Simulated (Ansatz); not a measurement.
# HfO2 (Pca2_1) in Ansatz: relaxation of the atoms with PBE

Aim: the relaxation of the atoms of HfO2 with PBE.

Program: Ansatz 0.2.0. These are calculated values, not measurements. Logs are shortened: lines on timing, memory, paths and dates and some standing lists are left out, and cuts for length are marked.

## Step 1: The cell of the first run

The structure is orthorhombic, space group Pca2_1 (No. 29). The conventional cell has a = 5.115 Å, b = 5.005 Å, c = 5.033 Å, α = 90.00°, β = 90.00°, γ = 90.00°. Around Hf (site symmetry 1) lie 7 O at 2.02 to 2.21 Å. Around O (site symmetry 1) lie 3 Hf at 2.02 to 2.13 Å. O (site symmetry 1) is surrounded by 4 Hf at 2.09 to 2.21 Å.

Measurements of this composition are mostly on another form, of space group No. 14.

## Step 2: Relaxation of the atoms, PBE (strained by -2 %)

Contents of input.yaml:

```yaml
crystal:
  lattice:
    - [5.1150740928, 0.0, 0.0]
    - [0.0, 5.00476369, 0.0]
    - [0.0, 0.0, 5.03268505]
  atoms:
    - { symbol: Hf, position: [0.966994, 0.73252082, 0.74144035] }
    - { symbol: Hf, position: [0.533006, 0.73252082, 0.24144035] }
    - { symbol: Hf, position: [0.466994, 0.26747918, 0.74144035] }
    - { symbol: Hf, position: [0.033006, 0.26747918, 0.24144035] }
    - { symbol: O, position: [0.63212745, 0.9286454, 0.87926726] }
    - { symbol: O, position: [0.86787255, 0.9286454, 0.37926726] }
    - { symbol: O, position: [0.23394852, 0.53988305, 0.49229239] }
    - { symbol: O, position: [0.26605148, 0.53988305, 0.99229239] }
    - { symbol: O, position: [0.76605148, 0.46011695, 0.99229239] }
    - { symbol: O, position: [0.73394852, 0.46011695, 0.49229239] }
    - { symbol: O, position: [0.13212745, 0.0713546, 0.87926726] }
    - { symbol: O, position: [0.36787255, 0.0713546, 0.37926726] }
hamiltonian:
  xc: pbe
  pseudopotentials: { kind: paw }
kpoints:
  mp_grid: { grid: [4, 5, 4] }
scf:
  occupations: { method: fermi_dirac, width: 0.05 }
output:
  forces: true
  stress: true
  eigenvalues: true
relax:
  f_tol: 0.01
  max_steps: 40
```

Potentials or basis: Ansatz PAW.

Started as:

```bash
$ ansatz run input.yaml --threads 4 --pin off --max-ram 11264MiB --backend cpu --events-out ev --progress --plain --runs-dir out
```

The log of the run:

```text
Warning: output.stress: scf.convergence.dr2_threshold = 1e-7 eV (the SCF's general default) is looser than the 1.2e-9 eV advised for a printed stress (1e-10 eV for each atom of the cell: 12). What an SCF threshold leaves in a stress goes as its square root, and in the free energy as the threshold itself, and one threshold admits the most on a small cell: of the crystals measured, under no hybrid functional and no lock of the moments, on runs that ended without the residual-converged pass, on stresses that held no estimate of that error, the worst erred by over 100 MPa in a component at 1e-7 eV an atom and by under 5 at 1e-10. Every solve of this run answers to scf.convergence.dr2_threshold, and the tensor of one is reported: a single SCF on the reported geometry and on this run's grids (its basis.xc_grid and basis.ecutrho_ratio typed), with scf.convergence.dr2_threshold at 1.2e-9 eV or tighter, prints it and tightens no other solve. Else set scf.convergence.dr2_threshold to 1.2e-9 eV or tighter. The threshold is an SCF's pass mark: one that does not reach it within its budget of iterations ends unconverged, or closes short of it on a stop that the run arms, and scf.convergence.dr2_threshold's page says what that costs each kind of run
Warning: RAYON_NUM_THREADS=4 ignored (pool sized by the plan → 4); use --threads N
Engine: ansatz 0.2.0, aarch64-unknown-linux-gnu
Pseudopotentials: kind: paw
Pseudopotential: Hf, paw, valence charge 26, recommended cutoff 420 eV (normal), Hf.paw.azcp
Pseudopotential: O, paw, valence charge 6, recommended cutoff 420 eV (normal), O.paw.azcp
Functional definition: PBE
  parameter kappa = 0.804
  parameter beta = 0.06672455060314922
  exchange = pbe_x(kappa = kappa, mu = beta*pi^2/3)
  correlation = pbe_c(beta = beta)
Crystal: 12 atoms, lattice volume = 128.835 Å³
Basis set: ecut = 420 eV, 2525 PW (Γ), exchange–correlation on 72×72×72 points (8 copies of the dense FFT grid, shifted against one another)
Bands: 92, of which v1, the nominal top of the filled ones, is band 76 counted from 1 (75 counted from 0)
Symmetry: 4 space group operations
Space group: Pca21 (ITA 29), of the structure as read, at distance tolerance 5.1e-5 Å
k-points: 27 of 80 (time reversal used)
Non-local potential: Hf, projectors of the file, l = 0: 3, l = 1: 2, l = 2: 2, l = 3: 3
Non-local potential: O, projectors of the file, l = 0: 2, l = 1: 2, l = 2: 1
PAW form: soft (Blöchl's): semilocal exchange-correlation on the pseudo side does not see the compensation charge
PAW one-centre angular grid: Hf, 590 points (default); XC on 64 Gauss nodes
PAW one-centre angular grid: O, 110 points (default); XC on 64 Gauss nodes
Initial density: superposition of atomic densities (neutral atoms: chi_scale 0, normalization atom), corrected by the library's trained network
Initial wavefunctions: pseudopotential atomic-orbital guess
Functional: x = pbe(κ = 0.804, μ = 0.2195149727645171), c = pbe(β = 0.06672455060314922)
SCF iter   1: F=—  HF=-67446.002204 eV  |F-HF|=—  |Δ(HF+E_count)|=         —  Δρ=3.68e-3  dr2=1.19e-2  ethr=1.77e-3  ⟨swp⟩=5.4  Hψ=7761  notcnv=0  defer=70
preconditioner: auto → Resta (q_TF=auto, 2.805 Å⁻¹)  ε∞=5.6  [insulator: Δε(μ)=4.584 eV  Ē_g=18.363 eV  σ=0.050 eV  W_gap=1.00  n_scr=56 (ndim 8)  ℏωp=39.3 eV  f_vac=0.036  D(μ)=0.00/eV (n_scr^D=0)  ε∞_Penn≈5.6]
SCF iter   2: F=—  HF=-67446.001651 eV  |F-HF|=—  |Δ(HF+E_count)|=   5.53e-4  Δρ=1.75e-3  dr2=1.61e-3  ethr=7.85e-6  ⟨swp⟩=2.0  Hψ=4482  notcnv=0  defer=86
SCF iter   3: F=—  HF=-67446.002449 eV  |F-HF|=—  |Δ(HF+E_count)|=   7.98e-4  Δρ=7.91e-4  dr2=4.90e-4  ethr=1.06e-6  ⟨swp⟩=2.1  Hψ=3085  notcnv=0  defer=86
SCF iter   4: F=—  HF=-67446.002676 eV  |F-HF|=—  |Δ(HF+E_count)|=   2.27e-4  Δρ=1.37e-4  dr2=2.70e-5  ethr=3.22e-7  ⟨swp⟩=2.0  Hψ=3815  notcnv=0  defer=86
[... 55 lines left out ...]
--- Per-component energies (eV) ---
  E_band       = 244.583527
  E_kinetic    = 3104.122146
  E_local      = -23088.162737  (includes V_loc(G=0)·N_el)
  E_nonlocal   = -4585.552891
  E_hartree    = 10615.876825
  E_xc         = -1795.622353
  E_vxc        = -1825.261905  (∫ρ·V_xc dr)
  E_paw        = -28977.358484  (= ΣΔE_a)
  E_vpaw       = 5407.671013  (= ΣTr[D̂ρ^β])
  E_aug_tail   = 0.019907  (compensation charges beyond the density's cutoff)
  E_ewald      = -22719.353588
  E_smearing   = -0.000000  (= −TS)
  E_closure    = -0.000000  (closes the sum)
  Σ components = -67446.031173   (vs F -67446.031173, Δ=0.00e0)
--- Forces (eV/Å), atoms counted from 1 ---
  atom   1  Hf    -0.00489750    -0.00643168    -0.00209011
  atom   2  Hf     0.00489750    -0.00643168    -0.00209011
  atom   3  Hf    -0.00489750     0.00643168    -0.00209011
  atom   4  Hf     0.00489750     0.00643168    -0.00209011
  atom   5  O     -0.00085837    -0.00151606     0.00269782
  atom   6  O      0.00085837    -0.00151606     0.00269782
  atom   7  O     -0.00246106     0.00157645    -0.00060746
  atom   8  O      0.00246106     0.00157645    -0.00060746
  atom   9  O      0.00246106    -0.00157645    -0.00060746
  atom  10  O     -0.00246106    -0.00157645    -0.00060746
  atom  11  O     -0.00085837     0.00151606     0.00269782
  atom  12  O      0.00085837     0.00151606     0.00269782
  max |Σ_I F_I| component: 9.68e-7 eV/Å
--- Stress (GPa, compression-positive) ---
       18.223149       0.000000       0.000000
        0.000000      13.064540       0.000000
        0.000000       0.000000      11.672393
  P = ⅓ Tr σ = 14.3200 GPa (143.200 kbar)
--- Band table (eV; the first three rows and the last of 27) ---
  k-point 0: bands = ["-44.5883", "-44.5650", "-44.5635", "-44.5631", "-13.7490", "-13.7300", "-13.7291", "-13.4260", "-13.3590", "-13.3534", "-13.3518", "-13.3342", "-13.3232", "-13.2021", "-13.1919", "-13.1891", "-2.7424", "-1.2926", "-1.0786", "-1.0747", "-0.5166", "-0.3545", "-0.3106", "-0.2139", "5.5458", "5.5543", "5.5558", "5.5617", "5.5618", "5.5619", "5.5665", "5.5679", "5.5684", "5.5717", "5.5739", "5.5777", "5.5795", "5.5833", "5.5888", "5.5897", "5.5928", "5.5934", "5.5971", "5.6027", "5.6105", "5.6120", "5.6122", "5.6141", "5.6314", "5.6496", "5.6503", "5.7213", "9.9536", "10.0681", "10.1513", "10.8600", "11.0440", "11.1058", "12.4653", "12.4783", "12.5034", "12.5487", "13.0307", "13.3030", "13.6165", "13.6237", "13.7225", "13.9144", "14.2511", "14.3892", "14.4937", "14.6597", "14.8596", "15.4640", "15.6559", "15.6824", "20.6536", "20.9712", "21.0709", "21.4950", "21.7388", "21.7955", "21.8353", "22.0149", "22.1290", "22.4937", "23.3927", "23.4619", "23.5021", "23.5746", "24.2133", "24.2552"]
  k-point 1: bands = ["-44.5846", "-44.5668", "-44.5647", "-44.5637", "-13.6947", "-13.6850", "-13.6803", "-13.4889", "-13.4022", "-13.3531", "-13.3528", "-13.3399", "-13.2900", "-13.2491", "-13.2188", "-13.2109", "-2.4681", "-1.2423", "-1.1959", "-1.0865", "-0.6167", "-0.3550", "-0.3237", "-0.3008", "5.5431", "5.5509", "5.5566", "5.5574", "5.5577", "5.5637", "5.5637", "5.5694", "5.5723", "5.5752", "5.5754", "5.5765", "5.5810", "5.5811", "5.5875", "5.5878", "5.5947", "5.5967", "5.5999", "5.6034", "5.6090", "5.6109", "5.6129", "5.6162", "5.6295", "5.6465", "5.6545", "5.7041", "10.0716", "10.2530", "10.5812", "10.9148", "11.2330", "11.5586", "11.9544", "12.1043", "12.3183", "12.6312", "12.7319", "13.3377", "13.4609", "13.5198", "13.6541", "13.9807", "14.1056", "14.2484", "14.5900", "14.6295", "14.8523", "15.3954", "15.5308", "15.5806", "20.4550", "20.9493", "21.0107", "21.4787", "21.6301", "21.8749", "21.9181", "21.9681", "22.8133", "22.9183", "23.3580", "23.4327", "23.5091", "23.7640", "24.1701", "24.6160"]
  k-point 2: bands = ["-44.5757", "-44.5757", "-44.5642", "-44.5642", "-13.6022", "-13.6022", "-13.5860", "-13.5860", "-13.4573", "-13.4573", "-13.3440", "-13.3440", "-13.2560", "-13.2560", "-13.2506", "-13.2506", "-1.8024", "-1.8024", "-1.1446", "-1.1446", "-0.5028", "-0.5028", "-0.3468", "-0.3468", "5.5437", "5.5437", "5.5554", "5.5554", "5.5575", "5.5575", "5.5651", "5.5651", "5.5765", "5.5765", "5.5796", "5.5796", "5.5870", "5.5870", "5.5872", "5.5872", "5.5949", "5.5949", "5.5969", "5.5969", "5.6066", "5.6066", "5.6213", "5.6213", "5.6383", "5.6383", "5.6697", "5.6697", "10.3687", "10.3687", "11.2287", "11.2287", "11.5103", "11.5103", "11.9358", "11.9358", "12.0238", "12.0238", "13.0333", "13.0333", "13.0879", "13.0879", "13.6886", "13.6886", "14.0165", "14.0165", "14.7312", "14.7312", "15.2951", "15.2951", "15.4587", "15.4587", "20.3984", "20.3984", "21.1597", "21.1597", "21.9528", "21.9528", "21.9925", "21.9925", "23.3162", "23.3162", "23.3362", "23.3362", "23.9026", "23.9026", "24.9561", "24.9561"]
  k-point 26: bands = ["-44.5699", "-44.5699", "-44.5699", "-44.5699", "-13.7241", "-13.7241", "-13.7173", "-13.7173", "-13.2837", "-13.2837", "-13.2765", "-13.2765", "-13.2435", "-13.2435", "-13.2430", "-13.2430", "-1.5690", "-1.5690", "-1.5424", "-1.5424", "-0.3634", "-0.3634", "-0.3324", "-0.3324", "5.5483", "5.5483", "5.5528", "5.5528", "5.5661", "5.5661", "5.5678", "5.5678", "5.5743", "5.5743", "5.5794", "5.5794", "5.5846", "5.5846", "5.5869", "5.5869", "5.5986", "5.5986", "5.6011", "5.6011", "5.6117", "5.6117", "5.6128", "5.6128", "5.6343", "5.6343", "5.6400", "5.6400", "11.1398", "11.1398", "11.1883", "11.1883", "11.6262", "11.6262", "11.7526", "11.7526", "12.6279", "12.6279", "12.6356", "12.6356", "13.4840", "13.4840", "13.4913", "13.4913", "14.0848", "14.0848", "14.1663", "14.1663", "14.7764", "14.7764", "14.9741", "14.9741", "20.3812", "20.3812", "20.5996", "20.5996", "21.6698", "21.6698", "21.8447", "21.8447", "22.7524", "22.7524", "23.0526", "23.0526", "24.6080", "24.6080", "24.6406", "24.6406"]
--- Relaxed structure (6 steps of the walk, 6 accepted, 0 SCFs on fresh bases) ---
  F+E_penalty+E_count = -67446.03117347 eV   max|allowed force component| = 6.432e-3 eV/Å
  atoms:
    - { symbol: Hf, position: [0.967704475718398, 0.7318184796464756, 0.7450223951828688] }
    - { symbol: Hf, position: [0.532295524281602, 0.7318184796464756, 0.24502239518286892] }
    - { symbol: Hf, position: [0.46770447571839807, 0.2681815203535244, 0.7450223951828688] }
    - { symbol: Hf, position: [0.03229552428160198, 0.2681815203535244, 0.24502239518286892] }
    - { symbol: O, position: [0.6258140810059002, 0.9219485083024854, 0.8745707327122519] }
    - { symbol: O, position: [0.8741859189941001, 0.9219485083024854, 0.3745707327122519] }
    - { symbol: O, position: [0.2403465298822649, 0.5442139121313334, 0.4934068721048792] }
    - { symbol: O, position: [0.25965347011773515, 0.5442139121313334, 0.993406872104879] }
    - { symbol: O, position: [0.7596534701177352, 0.45578608786866676, 0.993406872104879] }
    - { symbol: O, position: [0.7403465298822649, 0.45578608786866676, 0.4934068721048792] }
    - { symbol: O, position: [0.12581408100590005, 0.07805149169751453, 0.8745707327122519] }
    - { symbol: O, position: [0.37418591899410003, 0.07805149169751453, 0.3745707327122519] }
```

Wall time 57 s (4 threads of Arm Neoverse V1, shared host); peak memory 0.71 GiB.

What came out:

| Property | Result |
| --- | --- |
| Free energy | -67446.0312 eV |
| Energy gained by relaxing | 2.4 meV/atom |
| Ionic steps | 6 |
| Pressure after relaxing | 14.3 GPa |
| Largest force after relaxing | 0.008 eV/Å |
| Band gap on the k mesh | 4.55 eV, indirect (least direct gap 4.74 eV) |

Forces on the atoms (eV/Å):
```
Hf  -0.005 -0.006 -0.002
Hf   0.005 -0.006 -0.002
Hf  -0.005  0.006 -0.002
Hf   0.005  0.006 -0.002
O   -0.001 -0.002  0.003
O    0.001 -0.002  0.003
O   -0.002  0.002 -0.001
O    0.002  0.002 -0.001
O    0.002 -0.002 -0.001
O   -0.002 -0.002 -0.001
O   -0.001  0.002  0.003
O    0.001  0.002  0.003
```

Stress tensor (GPa, compression positive):
```
18.22  0.00  0.00
 0.00 13.06  0.00
 0.00  0.00 11.67
```

The path:
```
step  energy change (eV)  largest force (eV/Å)
   1              0.0000                0.2446
   2             -0.0165                0.1507
   3             -0.0260                0.0892
   4             -0.0279                0.0411
   5             -0.0285                0.0083
   6             -0.0285                0.0083
```

Final structure:
```
Hf O
1.0
     5.11507    0.00000    0.00000
     0.00000    5.00476    0.00000
     0.00000    0.00000    5.03269
Hf O
4 8
Direct
  0.96770 0.73182 0.74502
  0.53230 0.73182 0.24502
  0.46770 0.26818 0.74502
  0.03230 0.26818 0.24502
  0.62581 0.92195 0.87457
  0.87419 0.92195 0.37457
  0.24035 0.54421 0.49341
  0.25965 0.54421 0.99341
  0.75965 0.45579 0.99341
  0.74035 0.45579 0.49341
  0.12581 0.07805 0.87457
  0.37419 0.07805 0.37457
```

Caveat: odd divisions of the mesh miss points on the zone boundary, where band edges often lie, so the gap on the mesh can be too wide; the pressure holds a Pulay correction of +0.9 GPa for the finite cutoff; spin-orbit coupling is left out, which moves the levels of the heavy elements; the thresholds are loose for stress. A k mesh can miss the band edges.
